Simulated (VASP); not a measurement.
The system is InP.

```
In P
1.0
     0.00000    2.93050    2.93050
     2.93050    0.00000    2.93050
     2.93050    2.93050    0.00000
In P
1 1
Direct
  0.00000 0.00000 0.00000
  0.25000 0.25000 0.25000
```

- Program: VASP 6.6.1
- Task: relaxation of cell and atoms
- Functional: PBE
- Potentials or basis: VASP PAW PBE potentials, release 64 (In_d, P)
- Cutoff: 600 eV
- k mesh: 8 × 8 × 8
- Occupations: gaussian, width 0.03 eV
- Spin: no spin polarisation

At the start: pressure 3.3 GPa; volume 25.17 Å³/atom.

Q: How do energy, volume and symmetry change on relaxing?

A: Over 3 steps the energy falls by 12.5 meV/atom and the volume is 26.44 Å³/atom (+5.1 %); space group F-43m (No. 216, to 0.05 Å).

The path:
```tsv
step	energy change (eV)	largest force (eV/Å)	pressure (GPa)	volume (Å³)
1	0.0000	0.0000	3.30	50.33
2	-0.0192	0.0000	-1.39	54.20
3	-0.0251	0.0000	0.01	52.88
```

Final structure:
```
In P
1.0
     0.00000    2.97915    2.97915
     2.97915    0.00000    2.97915
     2.97915    2.97915    0.00000
In P
1 1
Direct
  0.00000 0.00000 0.00000
  0.25000 0.25000 0.25000
```
